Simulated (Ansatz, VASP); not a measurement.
Two plane-wave programs on HgTe

```xyz
2
Lattice="0.0000 3.0204 3.0204 3.0204 0.0000 3.0204 3.0204 3.0204 0.0000" Properties=species:S:1:pos:R:3 pbc="T T T"
Hg    0.0000    0.0000    0.0000
Te    3.0204    3.0204    3.0204
```

Measurements of this composition are mostly on another form, of space group No. 216.

Alike in both runs: task single point; functional PBE; k mesh 6 × 6 × 6; occupations fermi-dirac, width 0.02 eV; no spin polarisation.

```csv
,VASP,Ansatz
version,VASP 6.6.1,Ansatz 0.2.0
potentials or method,"VASP PAW PBE potentials, release 64 (Hg, Te)","plane waves, PAW"
plane-wave cutoff (eV),520,420
valence electrons in the cell,18,36
```

Ansatz gave:

- pressure (GPa): 2.5

Problem. Which values does VASP return?

Solution. Pressure (GPa): 2.7.

The two sets of potentials don't hold the same shells in valence.

Spin-orbit coupling is left out, which matters for the levels of Hg, Te.
